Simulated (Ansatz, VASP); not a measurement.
One calculation of Rh, two programs

Contents of INCAR:

```
  PREC = Accurate
  ENCUT = 520
  EDIFF = 1E-7
  ISMEAR = -1
  SIGMA = 0.1
  LREAL = False
  LASPH = True
  NELM = 100
  ALGO = Normal
  ISIF = 2
  LWAVE = False
  LCHARG = False
  GGA = PE
  NBANDS = 14
```

Contents of KPOINTS:

```
Automatic mesh
0
Gamma
  15 15 15
```

File POSCAR:

```
Rh
1.0
    2.5371790253      0.0000000000      0.0000000000
    0.0000000000      2.5371790253      0.0000000000
    0.0000000000      0.0000000000      2.5371790253
Rh
1
Direct
    0.0000000000      0.0000000000      0.0000000000
```

Input for Ansatz:

```yaml
crystal:
  lattice:
    - [2.5371790253, 0.0, 0.0]
    - [0.0, 2.5371790253, 0.0]
    - [0.0, 0.0, 2.5371790253]
  atoms:
    - { symbol: Rh, position: [0.0, 0.0, 0.0] }
kpoints:
  mp_grid: { grid: [15, 15, 15] }
  band_path:
    path:
      - [0.0, 0.0, 0.0]
      - [0.0, 0.5, 0.0]
      - [0.5, 0.5, 0.0]
      - [0.0, 0.0, 0.0]
      - [0.5, 0.5, 0.5]
      - [0.0, 0.5, 0.0]
      - [0.5, 0.5, 0.5]
      - [0.5, 0.5, 0.0]
    npoints: 8
scf:
  occupations: { method: fermi_dirac, width: 0.1 }
hamiltonian:
  xc: pbe
  pseudopotentials: { kind: paw }
output:
  forces: true
  stress: true
  eigenvalues: true
  populations: true
  dos: { projected: true, de: 0.2, e_range: [-14, 8] }
  write_density: true
  write_potential: true
  elf: true
  volumetric_format: npy
```

Change from the starting cell: volume scaled by 1, PAW files.

Alike in both runs: task single point; functional PBE; k mesh 15 × 15 × 15; occupations fermi-dirac, width 0.1 eV; no spin polarisation.

|  | VASP | Ansatz |
| --- | --- | --- |
| version | VASP 6.6.1 | Ansatz 0.2.0 |
| potentials or method | VASP PAW PBE potentials, release 64 (Rh_pv) | PAW with Ansatz's default frozen-core files, scalar-relativistic |
| plane-wave cutoff (eV) | 520 | 420 |
| valence electrons in the cell | 15 | 17 |

|  | VASP | Ansatz | Ansatz less VASP |
| --- | --- | --- | --- |
| pressure (GPa) | 0.1 | 0.0 | -0.05 |

The functional is the same, so the differences come from potentials, cutoffs and numerics. The two sets of potentials don't hold the same shells in valence.
